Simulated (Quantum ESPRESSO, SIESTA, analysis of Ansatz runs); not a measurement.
# H_P in BP (F-43m): levels and formation energies (SIESTA)

Question: at which Fermi levels does H_P in BP (F-43m) change its charge? Model: a cell of 54 host atoms with 1 P taken out and 1 H put in.

Method: SIESTA numerical-orbital DFT, PBEsol, DZP basis, PseudoDojo 0.4.1 potentials converted to PSML; charged supercells in a uniform background, point-charge correction with alignment at far sites, in SIESTA 5.4.2.

**1. Starting point**

The cell holds 54 atoms: 27 B, 26 P and 1 H. Its edges and angles: a = 9.661 Å, b = 9.661 Å, c = 9.661 Å, α = 60.0°, β = 60.0°, γ = 60.0°. It derives from BP (space group F-43m). Nearest the centre at fractional (0.250, 0.583, 0.583): H10 at 0.00 Å, B35 at 1.97 Å, B33 at 1.97 Å, B29 at 1.97 Å, B17 at 1.97 Å, P46 at 3.22 Å, P28 at 3.22 Å, P4 at 3.22 Å.

Structure file:

```xyz
54
Lattice="0.0000 6.8314 6.8314 6.8314 0.0000 6.8314 6.8314 6.8314 0.0000" Properties=species:S:1:pos:R:3 pbc="T T T"
B     0.0000    0.0000    0.0000
P     3.4157    3.4157    3.4157
B     2.2771    2.2771    0.0000
P     5.6928    5.6928    3.4157
B     4.5542    4.5542    0.0000
P     7.9699    7.9699    3.4157
B     2.2771    0.0000    2.2771
P     5.6928    3.4157    5.6928
B     4.5542    2.2771    2.2771
H     7.9699    5.6928    5.6928
B     6.8313    4.5542    2.2771
P    10.2470    7.9699    5.6928
B     4.5542    0.0000    4.5542
P     7.9699    3.4157    7.9699
B     6.8313    2.2771    4.5542
P    10.2470    5.6928    7.9699
B     9.1085    4.5542    4.5542
P    12.5242    7.9699    7.9699
B     0.0000    2.2771    2.2771
P     3.4157    5.6928    5.6928
B     2.2771    4.5542    2.2771
P     5.6928    7.9699    5.6928
B     4.5542    6.8313    2.2771
P     7.9699   10.2470    5.6928
B     2.2771    2.2771    4.5542
P     5.6928    5.6928    7.9699
B     4.5542    4.5542    4.5542
P     7.9699    7.9699    7.9699
B     6.8313    6.8313    4.5542
P    10.2470   10.2470    7.9699
B     4.5542    2.2771    6.8313
P     7.9699    5.6928   10.2470
B     6.8313    4.5542    6.8313
P    10.2470    7.9699   10.2470
B     9.1084    6.8313    6.8313
P    12.5242   10.2470   10.2470
B     0.0000    4.5542    4.5542
P     3.4157    7.9699    7.9699
B     2.2771    6.8313    4.5542
P     5.6928   10.2470    7.9699
B     4.5542    9.1085    4.5542
P     7.9699   12.5242    7.9699
B     2.2771    4.5542    6.8313
P     5.6928    7.9699   10.2470
B     4.5542    6.8313    6.8313
P     7.9699   10.2470   10.2470
B     6.8313    9.1084    6.8313
P    10.2470   12.5242   10.2470
B     4.5542    4.5542    9.1085
P     7.9699    7.9699   12.5242
B     6.8313    6.8313    9.1084
P    10.2470   10.2470   12.5242
B     9.1084    9.1084    9.1084
P    12.5242   12.5242   12.5242
```

Known beforehand: the electronic dielectric constant, 9.44, and the static one, 9.57, from a response run on this crystal (DFPT, PBEsol, Quantum ESPRESSO) at that run's own cell.

The cell's shortest repeat is 9.7 Å.

The primitive cell was relaxed at this level beforehand, to 23.61 Å³.

The defect-free supercell was relaxed beforehand, from displaced atoms: they ended at most 0.01 Å from the sites they started about, so the symmetric structure holds.

**2. Band edges**

Levels are counted from the valence top, which comes from the unit cell, dense mesh; the energy of the host comes from the defect-free supercell at the defects' own k-points, so that the host's part of the sampling error cancels.

File host.fdf:

```
SystemName                      BP
SystemLabel                     host
NumberOfSpecies                 2
NumberOfAtoms                   2
%block ChemicalSpeciesLabel
  1    5 B
  2   15 P
%endblock ChemicalSpeciesLabel
LatticeConstant                 1.0 Ang
%block LatticeVectors
    -0.000003000     2.277117000     2.277117000
     2.277117000    -0.000003000     2.277117000
     2.277117000     2.277117000    -0.000003000
%endblock LatticeVectors
AtomicCoordinatesFormat         Fractional
%block AtomicCoordinatesAndAtomicSpecies
    -0.000003733    -0.000003733    -0.000003733  1
     0.750003678     0.750003678     0.750003678  2
%endblock AtomicCoordinatesAndAtomicSpecies
%block kgrid.MonkhorstPack
   12   0   0  0.00
    0  12   0  0.00
    0   0  12  0.00
%endblock kgrid.MonkhorstPack
XC.Functional                   GGA
XC.Authors                      PBEsol
PAO.BasisSize                   DZP
PAO.EnergyShift                 0.005 Ry
Mesh.Cutoff                     300 Ry
OccupationFunction              FD
ElectronicTemperature           0.01 eV
MaxSCFIterations                150
SCF.MustConverge                true
SCF.Mixer.Method                Pulay
SCF.Mixer.Weight                0.2
SCF.Mixer.History               10
SCF.DM.Tolerance                1.0e-4
SCF.H.Tolerance                 1.0e-3 eV
WriteForces                     true
Charge.Mulliken                 end
```

On the command line:

```console
OMP_NUM_THREADS=1 siesta host.fdf > host.out
```

What it wrote:

```text
Version         : 5.4.2

                           ***********************
                           *  WELCOME TO SIESTA  *
                           ***********************

[...]
reinit: Reading from file host.fdf

reinit: -----------------------------------------------------------------------
reinit: System Name: BP
reinit: -----------------------------------------------------------------------
reinit: System Label: host
reinit: -----------------------------------------------------------------------

initatom: Reading input for the pseudopotentials and atomic orbitals ----------
Species number:   1 Atomic number:    5 Label: B
Species number:   2 Atomic number:   15 Label: P

[... pseudopotential checks and orbital generation ...]

prinput: Basis input

PAO.BasisType split

%block ChemicalSpeciesLabel
    1    5 B                       # Species index, atomic number, species label
    2   15 P                       # Species index, atomic number, species label
%endblock ChemicalSpeciesLabel

%block PAO.Basis                 # Define Basis set
# WARNING: This information might be incomplete!
[...]
(Free)E + p*V (eV/cell)     -268.8399
Target enthalpy (eV/cell)     -268.8331
[...]
siesta: Final energy (eV):
siesta:  Band Struct. =     -95.648576
siesta:       Kinetic =     123.568275
siesta:       Hartree =      16.654660
siesta:         Exch. =     -78.793636
siesta:         Corr. =     -10.728831
siesta:   Exch.-corr. =     -89.522468
siesta:  Ion-electron =    -151.401772
siesta:       Ion-ion =    -168.131831
siesta:         Total =    -268.833135
siesta:         Fermi =      -4.924779
[...]
siesta: Stress tensor (static) (eV/Ang**3):
siesta:     0.000284   -0.000013   -0.000013
siesta:    -0.000013    0.000284   -0.000013
siesta:    -0.000013   -0.000013    0.000284
[...]
siesta: Cell volume =         23.614942 Ang**3
[...]
siesta: Pressure (static):
siesta:                Solid            Molecule  Units
siesta:          -0.00000310         -0.00000195  Ry/Bohr**3
siesta:          -0.00028447         -0.00017932  eV/Ang**3
siesta:          -0.45577181         -0.28729665  kBar
[...]
mulliken: Qtot =        8.000

Mulliken Atomic Populations:
Atom #   charge [q] valence [e]  Species
     1    -0.480469    3.480469  B
     2     0.480469    4.519531  P
 Total     0.000000

Job completed
```

Elapsed: 21 s, on 1 MPI rank of Arm Neoverse V2, shared host; peak memory 0.19 GiB.

The gap at this level is 1.15 eV.

Test of the sampling: at one point at (¼, ¼, ¼) the host's energy lies 152 meV an atom above its value on the primitive cell's dense mesh, too far, so all defect runs take a 2×2×2 mesh.

(Part 1 of 3 ends here.)

[Logs are printed without paths, hosts, clocks, repeated set-up lines and the standing remarks that a program may print on its own settings, such as how far it seeks lower states.]

[Hosts, paths, dates, database ids (printed as entryN), source tags and the programs' standing remarks are cut or masked in the printed files.]

[For some hosts the program warned that the k-mesh of the response run may be too coarse for force constants and the static dielectric constant; such warnings are not shown here.]

[Charge tables in the logs are Mulliken or Hirshfeld populations, whose sizes and signs can differ; where basis functions stand at a vacancy, SIESTA counts their charge against the missing atom's valence.]

[In relaxation paths of CP2K, step 0 can be the structure after the first move, since the trajectory file begins there, and the last row can be the final structure solved once more.]
